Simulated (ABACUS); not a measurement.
Runs of ABACUS 3.10.1 on SnO2 (Cassiterite). Symmetry: P4_2/mnm, No. 136, tetragonal system. The conventional cell has a = 4.738 Å, b = 4.738 Å, c = 3.187 Å, α = 90.00°, β = 90.00°, γ = 90.00°. Sn (site symmetry mmm) has 6 O at 2.05 to 2.06 Å as nearest neighbours. O (site symmetry m2m) is surrounded by 3 Sn at 2.05 to 2.06 Å. 

```csv
task,level,potentials or basis,cutoff (eV),SCF threshold on the density,eigensolver,D2 scale factor,gap on the mesh (eV),pressure (GPa),largest force (eV/Å)
single point,PBE,"PseudoDojo NC SR 0.4.1 PBE standard, DZP LCAO (the cutoffs set its grid)",1361,1e-07,genelpa,-,1.12,(a),0.26
single point,PBE+D3(BJ),"PseudoDojo NC SR 0.4.1 PBE standard, DZP LCAO (the cutoffs set its grid)",1361,1e-07,genelpa,-,1.12,(b),0.27
single point,PBE+D2,"PseudoDojo NC SR 0.4.1 PBE standard, DZP LCAO (the cutoffs set its grid)",1361,1e-07,genelpa,0.75,1.12,13.7,0.30
single point,PBE+D3(BJ)+ABC,"PseudoDojo NC SR 0.4.1 PBE standard, DZP LCAO (the cutoffs set its grid)",1361,1e-07,genelpa,-,1.12,14.4,0.27
```

Alike in all rows: no spin polarisation; cell as given; k mesh 6 × 6 × 8; smearing fermi-dirac 0.05 eV.

Q: Estimate the missing entries.

A: (a) 17.2; (b) 14.1.

Caveats: the atomic orbitals were generated for these runs and aren't a published set; spin-orbit coupling is left out, which moves the levels of the heavy elements; the basis of atomic orbitals isn't converged, which shifts pressures, moduli and gaps.

A k mesh can miss the band edges, and the runs leave out spin-orbit coupling on Sn.

Not every run made on this cell is shown here.
